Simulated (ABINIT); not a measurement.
An input for ABINIT 10.8.3 (MgO (Fm-3m)):

```
acell 3*1.0 Angstrom
rprim 
  -0.000000000000 2.097001392700 2.097001392700
  2.097001392700 -0.000000000000 2.097001392700
  2.097001392700 2.097001392700 -0.000000000000
ntypat 2
znucl 12 8
natom 2
typat 1 2
xred 
  0.000000000000 0.000000000000 0.000000000000
  0.500000000000 0.500000000000 0.500000000000
pp_dirpath "pseudos"
pseudos "Mg.upf, O.upf"
ecut 38
ngkpt 6 6 6
nshiftk 1
shiftk 0 0 0
kptopt 1
chksymbreak 0
istwfk *1
occopt 1
irdwfk 1
optdriver 3
nband 21
ecuteps 11.2
inclvkb 2
awtr 1
symchi 1
indata_prefix "in"
outdata_prefix "out"
tmpdata_prefix "tmp"
```

```sh
OMP_NUM_THREADS=1 mpirun -n 4 abinit run.abi > log
```

Estimate wall time and host memory on 4 MPI ranks of Arm Neoverse V1, shared host.

It took 17 s; on shared hardware allow 8.5 s to 34 s. Peak host memory was 0.48 GiB.

[Paths, hosts, dates, memory and timing lines, banners, echoed tables and standing remarks are left out of the program output.]

[Logs are printed without paths, hosts, clocks, repeated set-up lines and the standing remarks that a program may print on its own settings, such as how far it seeks lower states.]

[Runs of the session that timed out or met a known fault of the program may be left out.]

[Hosts, paths, dates, database ids (printed as entryN), source tags and the programs' standing remarks are cut or masked in the printed files.]

[G0W0 gaps are taken among the corrected bands and points alone; a level outside them can change the order at an edge.]

[Where Ansatz stands beside ABINIT at settings called matched, ABINIT's density can come from a denser mesh and the files from another edition; pairs whose starting gaps differed by over 0.03 eV were left out, so agreement reads better than it is.]
